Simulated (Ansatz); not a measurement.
# Bi under changes of volume

One of the cells (34.026 Å³/atom); the others are scaled copies at fixed shape and fractional positions:

```xyz
2
Lattice="3.4886 -3.1326 0.0000 3.4886 3.1326 0.0000 -1.2602 0.0000 3.1136" Properties=species:S:1:pos:R:3 pbc="T T T"
Bi    4.1738    0.0000    2.6695
Bi    1.5432    0.0000    0.4440
```

This isn't the form of Bi at room conditions, which is rhombohedral.

- Program: Ansatz 0.2.0
- Functional: PBE0
- Potentials or basis: Ansatz PAW
- Cutoff: 420 eV (not typed: the program's choice for these potentials)
- k mesh: 4 × 4 × 4
- Occupations: fermi-dirac, width 0.05 eV
- Spin: no spin polarisation

```tsv
volume (Å³/atom)	energy over the lowest point (meV/atom)	pressure (GPa)	largest force (eV/Å)
31.984	5.55	1.9	0.097
32.665	0.23	0.6	0.123
33.345	0.00	-0.5	0.147
34.026	4.32	-1.5	0.170
34.706	12.69	-2.4	0.191
35.387	?	?	?
36.067	39.90	-3.9	0.229
```

Q: What does the run at 35.387 Å³/atom give?

A: Energy over the lowest point 24.68 meV/atom; pressure -3.2 GPa; largest force 0.210 eV/Å.

Worked out: A Birch-Murnaghan fit of order 3 (a polynomial in V^(-2/3)) to the other rows has its minimum at 33.03 Å³/atom with B0 = V·E''(V) = 55 GPa and B' = 4.5 at fixed shape and positions, which overstates the stiffness. It gives 24.69 meV/atom at 35.387 Å³/atom, against the run's 24.68, and -dE/dV = -3.2 GPa, against -3.2.

Energies are extrapolated to zero smearing.

Caveats: all runs use coarse meshes; the PAW data sets come from PBE, with cores solved anew for the run's functional, which leaves a small shift of forces and pressure; the thresholds are loose for stress.
